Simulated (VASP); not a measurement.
**BP (strained zincblende): a PBE single-point calculation in VASP**

INCAR

```
LCHARG = .FALSE.
NBANDS = 11
LWAVE = .FALSE.
NSW = 0
GGA = PE
ENCUT = 520
PREC = Accurate
NELM = 120
ISMEAR = -1
LASPH = .TRUE.
IBRION = -1
EDIFF = 1E-7
LREAL = .FALSE.
ISIF = 2
SIGMA = 0.02
```

KPOINTS

```
KPOINTS created by Atomic Simulation Environment
0
Gamma
10 10 10
0 0 0
```

KPOINTS_OPT

```
special points
7
Reciprocal
0.0000000000 0.0000000000 0.0000000000 1
-0.5000000000 -0.5000000000 0.0000000000 1
-0.3750000000 -0.3750000000 0.2500000000 1
-0.3750000000 0.0000000000 0.3750000000 1
0.0000000000 0.0000000000 0.5000000000 1
-0.5000000000 -0.2500000000 0.2500000000 1
0.0000000000 0.4166670000 0.4166670000 1
```

POSCAR

```
B  P
 1.0000000000000000
     0.0000000000000000    2.2456325121999998    2.2456325121999998
     2.2456325121999998    0.0000000000000000    2.2456325121999998
     2.2456325121999998    2.2456325121999998    0.0000000000000000
 B   P
   1   1
Cartesian
  0.0000000000000000  0.0000000000000000  0.0000000000000000
  1.1228162560999999  1.1228162560999999  1.1228162560999999
```

VASP ran with the recommended PBE PAW datasets (8 valence electrons in the cell).

Command

```
mpirun -np 1 vasp_std
```

OSZICAR

```
N       E                     dE             d eps       ncg     rms          rms(c)
DAV:   1     0.955742217937E+01    0.95574E+01   -0.39755E+03  1042   0.656E+02
DAV:   2    -0.130637066244E+02   -0.22621E+02   -0.21677E+02  1362   0.112E+02
DAV:   3    -0.136876120227E+02   -0.62391E+00   -0.62224E+00  1331   0.159E+01
DAV:   4    -0.136898110616E+02   -0.21990E-02   -0.21989E-02  1177   0.109E+00
DAV:   5    -0.136898222376E+02   -0.11176E-04   -0.11176E-04  1301   0.776E-02    0.754E+00
DAV:   6    -0.130226508093E+02    0.66717E+00   -0.14778E+00  1169   0.536E+00    0.406E+00
DAV:   7    -0.129219232504E+02    0.10073E+00   -0.26499E-01  1283   0.256E+00    0.137E+00
DAV:   8    -0.129137798496E+02    0.81434E-02   -0.27824E-02  1227   0.965E-01    0.203E-01
DAV:   9    -0.129140985171E+02   -0.31867E-03   -0.70887E-04  1201   0.183E-01    0.134E-01
DAV:  10    -0.129142917311E+02   -0.19321E-03   -0.24228E-04  1163   0.981E-02    0.290E-02
DAV:  11    -0.129143023728E+02   -0.10642E-04   -0.11629E-05  1315   0.225E-02    0.359E-02
DAV:  12    -0.129143032847E+02   -0.91187E-06   -0.46338E-06  1145   0.106E-02    0.159E-02
DAV:  13    -0.129143031610E+02    0.12368E-06   -0.13254E-07   964   0.236E-03    0.673E-03
DAV:  14    -0.129143032216E+02   -0.60613E-07   -0.49927E-08   595   0.124E-03
   1 F= -.12914303E+02 E0= -.12914303E+02  d E =-.965290E-12
       N       E                     dE             ncg
DAV:   1     0.565669062244E+03   -0.21077E+04      154
DAV:   2     0.409055787906E+03   -0.15661E+03      229
DAV:   3     0.404366941387E+03   -0.46888E+01      193
DAV:   4     0.404344971435E+03   -0.21970E-01      197
DAV:   5     0.404344891725E+03   -0.79710E-04      186
DAV:   6     0.404344891243E+03   -0.48221E-06      181
DAV:   7     0.404344891239E+03   -0.34507E-08      208
```

From OUTCAR

```
k-points           NKPTS =     47   k-points in BZ     NKDIM =     47   number of bands    NBANDS=     11

   NELECT =       8.0000    total number of electrons

   dimension x,y,z NGX =    24 NGY =   24 NGZ =   24
   dimension x,y,z NGXF=    48 NGYF=   48 NGZF=   48

  energy-cutoff  :      520.00
  volume of cell :       22.65
      direct lattice vectors                 reciprocal lattice vectors
     0.000000000  2.245632512  2.245632512    -0.222654418  0.222654418  0.222654418
     2.245632512  0.000000000  2.245632512     0.222654418 -0.222654418  0.222654418
     2.245632512  2.245632512  0.000000000     0.222654418  0.222654418 -0.222654418

 k-points in reciprocal lattice and weights: KPOINTS created by Atomic Simulation Env
   0.00000000  0.00000000  0.00000000       0.001
   0.10000000  0.00000000  0.00000000       0.008
   0.20000000  0.00000000  0.00000000       0.008
   0.30000000  0.00000000  0.00000000       0.008
   0.40000000  0.00000000  0.00000000       0.008
   0.50000000  0.00000000  0.00000000       0.004
   0.10000000  0.10000000  0.00000000       0.006
   0.20000000  0.10000000  0.00000000       0.024
   ...

 E-fermi :   8.2393

 k-point     1 :       0.0000    0.0000    0.0000
  band No.  band energies     occupation
      1      -7.9361      2.00000
      2       7.8040      2.00000
      3       7.8040      2.00000
      4       7.8040      2.00000
      5      11.2524      0.00000
      6      11.2524      0.00000
      7      11.2524      0.00000
      8      15.6559      0.00000
      9      19.5310      0.00000
     10      20.0224      0.00000
     11      20.0224      0.00000

 k-point     2 :       0.1000    0.0000    0.0000
  band No.  band energies     occupation
      1      -7.7513      2.00000
      2       6.4796      2.00000
      3       7.5012      2.00000
      4       7.5012      2.00000
      5      11.6719      0.00000
      6      11.6719      0.00000
      7      11.7198      0.00000
      8      16.1439      0.00000
      9      19.3182      0.00000
     10      19.3182      0.00000
     11      20.1170      0.00000

 k-point     3 :       0.2000    0.0000    0.0000
  band No.  band energies     occupation
      1      -7.2034      2.00000
      2       4.0916      2.00000
      3       6.9293      2.00000
      4       6.9293      2.00000
      5      11.9719      0.00000
      6      12.4034      0.00000
      7      12.4034      0.00000
      8      17.2227      0.00000
      9      18.7055      0.00000
     10      18.7055      0.00000
     11      20.9900      0.00000

 k-point     4 :       0.3000    0.0000    0.0000
  band No.  band energies     occupation
      1      -6.3215      2.00000
      2       1.6782      2.00000
      3       6.4306      2.00000
      4       6.4306      2.00000
      5      11.9116      0.00000
      6      12.7164      0.00000
      7      12.7164      0.00000
      8      17.9994      0.00000
      9      19.3171      0.00000
     10      19.3171      0.00000
     11      21.3040      0.00000

 k-point     5 :       0.4000    0.0000    0.0000
  band No.  band energies     occupation
      1      -5.2156      2.00000
      2      -0.3999      2.00000
      3       6.1153      2.00000
      4       6.1153      2.00000
      5      11.8124      0.00000
      6      12.6223      0.00000
      7      12.6223      0.00000
      8      18.0954      0.00000
      9      21.0722      0.00000
     10      21.0722      0.00000
     11      22.2349      0.00000

 k-point     6 :       0.5000    0.0000    0.0000
  band No.  band energies     occupation
      1      -4.4923      2.00000
      2      -1.4545      2.00000
      3       6.0090      2.00000
      4       6.0090      2.00000
      5      11.7725      0.00000
      6      12.5374      0.00000
      7      12.5374      0.00000
      8      18.0380      0.00000
      9      22.6332      0.00000
     10      22.6332      0.00000
     11      22.9407      0.00000

 k-point     7 :       0.1000    0.1000    0.0000
  band No.  band energies     occupation
      1      -7.6895      2.00000
      2       6.9330      2.00000
      3       6.9330      2.00000
      4       7.0278      2.00000
      5      10.8053      0.00000
      6      12.3971      0.00000
      7      12.3971      0.00000
      8      15.9238      0.00000
      9      18.4993      0.00000
     10      20.2887      0.00000
     11      20.3382      0.00000

 k-point     8 :       0.2000    0.1000    0.0000
  band No.  band energies     occupation
      1      -7.2621      2.00000
      2       4.9215      2.00000
      3       6.2870      2.00000
      4       6.7885      2.00000
      5      10.9729      0.00000
      6      13.0576      0.00000
      7      13.3216      0.00000
      8      15.6399      0.00000
      9      18.6887      0.00000
     10      20.1035      0.00000
     11      21.3778      0.00000

 k-point     9 :       0.3000    0.1000    0.0000
  band No.  band energies     occupation
      1      -6.4882      2.00000
      2       2.5442      2.00000
      3       5.8156      2.00000
      4       6.1994      2.00000
      5      11.4717      0.00000
      6      13.2073      0.00000
      7      13.7712      0.00000
      8      15.7506      0.00000
      9      19.6946      0.00000
     10      20.4303      0.00000
     11      21.8527      0.00000

 k-point    10 :       0.4000    0.1000    0.0000
  band No.  band energies     occupation
      1      -5.4361      2.00000
      2       0.3512      2.00000
      3       5.5977      2.00000
      4       5.6145      2.00000
      5      11.6201      0.00000
      6      13.1421      0.00000
      7      13.5976      0.00000
      8      16.9109      0.00000
      9      20.1642      0.00000
     10      21.8537      0.00000
     11      22.6337      0.00000

 k-point    11 :       0.5000    0.1000    0.0000
  band No.  band energies     occupation
      1      -4.4464      2.00000
      2      -1.1757      2.00000
      3       5.1837      2.00000
      4       5.6460      2.00000
      5      11.7049      0.00000
      6      13.0714      0.00000
      7      13.2459      0.00000
      8      18.1623      0.00000
      9      20.6770      0.00000
     10      22.6284      0.00000
     11      23.4430      0.00000

 k-point    12 :      -0.4000    0.1000    0.0000
  band No.  band energies     occupation
      1      -4.7141      2.00000
      2      -0.7978      2.00000
      3       4.9724      2.00000
      4       5.9411      2.00000
      5      11.9369      0.00000
      6      12.9987      0.00000
      7      13.1193      0.00000
      8      18.3335      0.00000
      9      20.5298      0.00000
     10      21.2436      0.00000
     11      23.5110      0.00000

 k-point    13 :      -0.3000    0.1000    0.0000
  band No.  band energies     occupation
      1      -5.8099      2.00000
      2       1.0473      2.00000
      3       5.0196      2.00000
      4       6.4372      2.00000
      5      12.2392      0.00000
      6      12.8141      0.00000
      7      13.2909      0.00000
      8      17.5545      0.00000
      9      18.5308      0.00000
     10      21.0598      0.00000
     11      22.8724      0.00000

 k-point    14 :      -0.2000    0.1000    0.0000
  band No.  band energies     occupation
      1      -6.7834      2.00000
      2       3.3345      2.00000
      3       5.3501      2.00000
      4       7.0427      2.00000
      5      12.3792      0.00000
      6      12.3976      0.00000
      7      13.2600      0.00000
      8      16.7086      0.00000
      9      17.6409      0.00000
     10      20.6410      0.00000
     11      21.9208      0.00000

 k-point    15 :      -0.1000    0.1000    0.0000
  band No.  band energies     occupation
      1      -7.4451      2.00000
      2       5.5093      2.00000
      3       6.1063      2.00000
      4       7.5354      2.00000
      5      11.7396      0.00000
      6      12.1129      0.00000
      7      12.6568      0.00000
      8      16.4540      0.00000
      9      18.0801      0.00000
     10      19.7932      0.00000
     11      20.9624      0.00000

 k-point    16 :       0.2000    0.2000    0.0000
  band No.  band energies     occupation
      1      -6.9569      2.00000
      2       5.2025      2.00000
      3       5.5839      2.00000
      4       5.5839      2.00000
      5       9.9808      0.00000
      6      13.9961      0.00000
      7      14.5379      0.00000
      8      14.5379      0.00000
      9      19.3467      0.00000
     10      21.0757      0.00000
     11      22.3476      0.00000

 ...

  Total        0.8969598      0.8969598      0.8969598      0.0000000     -0.0000000      0.0000000
  in kB       63.4508589     63.4508589     63.4508589      0.0000000     -0.0000000      0.0000000
  external PRESSURE =      63.4508589 kB  Pullay stress =       0.0000000 kB

 POSITION                                       TOTAL-FORCE (eV/Angst)
 -----------------------------------------------------------------------------------
      0.00000      0.00000      0.00000         0.000000      0.000000      0.000000
      1.12282      1.12282      1.12282        -0.000000     -0.000000     -0.000000
 -----------------------------------------------------------------------------------
    total drift:                                0.000000      0.000000      0.000000

  FREE ENERGIE OF THE ION-ELECTRON SYSTEM (eV)
  ---------------------------------------------------
  free  energy   TOTEN  =       -12.9143032216 eV

  energy  without entropy=      -12.9143032216  energy(sigma->0) =      -12.91430322
```

| Item | Value |
| --- | --- |
| gap between bands v and c | 1.19 eV |
| least direct gap | 3.45 eV |
| pressure | 6.3 GPa |

Band v is the last that the valence electrons fill when counted band by band, and c is the next.

The run took about 8.4 s on one core of a shared host (Intel Xeon Platinum 8488C) and held 0.13 GiB at most.
